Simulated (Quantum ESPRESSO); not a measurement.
The system is Re.

```
CELL_PARAMETERS angstrom
2.76080 0.00000 0.00000
-1.38040 2.39092 0.00000
0.00000 0.00000 4.45820
ATOMIC_POSITIONS crystal
Re 0.66667 0.33333 0.75000
Re 0.33333 0.66667 0.25000
```

Base run:

* Program: Quantum ESPRESSO 7.5
* Functional: PBE
* Potentials or basis: PseudoDojo 0.4.1 SR PBE standard
* Cutoff: 980 eV
* Density cutoff: 3918 eV
* k mesh: 11 × 11 × 6
* Occupations: fermi-dirac, width 0.05 eV
* Spin: no spin polarisation

Its results: band gap on the k mesh none (metal or under the smearing width); pressure 5.8 GPa.

Q: The run is repeated on the same cell with these changes: potentials or basis from PseudoDojo 0.4.1 SR PBE standard to PseudoDojo 0.4 FR PBE standard; spin from no spin polarisation to spin-orbit coupling, no magnetisation. What comes out?

A: Band gap on the k mesh none (metal or under the smearing width); pressure 7.3 GPa.

Caveats: spin-orbit coupling is left out, which moves the levels of the heavy elements (some runs).
